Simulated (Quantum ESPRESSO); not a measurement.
Bi under changes of volume

One of the cells (31.117 Å³/atom); the others are scaled copies at fixed shape and fractional positions:

```
CELL_PARAMETERS angstrom
-1.98143 1.98143 1.98143
1.98143 -1.98143 1.98143
1.98143 1.98143 -1.98143
ATOMIC_POSITIONS crystal
Bi 0.00000 0.00000 0.00000
```

This isn't the form of Bi at room conditions, which is rhombohedral.

```yaml
Program: Quantum ESPRESSO 7.5
Functional: PBE
Potentials_or_basis: PSlibrary FR USPP PBE
Cutoff: 680 eV
Density_cutoff: 6830 eV
k_mesh: 9 × 9 × 9
Occupations: gaussian, width 0.1 eV
Spin: spin-orbit coupling, no magnetisation
```

| volume (Å³/atom) | energy over the lowest point (meV/atom) | pressure (GPa) |
| --- | --- | --- |
| 29.250 | 61.36 | 5.9 |
| 29.872 | ? | ? |
| 30.495 | 22.24 | 3.0 |
| 31.117 | 10.45 | 1.8 |
| 31.739 | 3.30 | 0.7 |
| 32.362 | 0.00 | -0.2 |
| 32.984 | 0.23 | -1.1 |

Q: What does the run at 29.872 Å³/atom give?

A: Energy over the lowest point 38.95 meV/atom; pressure 4.4 GPa.

Worked out: A Birch-Murnaghan fit of order 3 (a polynomial in V^(-2/3)) to the other rows has its minimum at 32.62 Å³/atom with B0 = V·E''(V) = 45 GPa and B' = 5.2. It gives 38.96 meV/atom at 29.872 Å³/atom, against the run's 38.95, and -dE/dV = 5.0 GPa, against 4.4.

Energies are extrapolated to zero smearing.
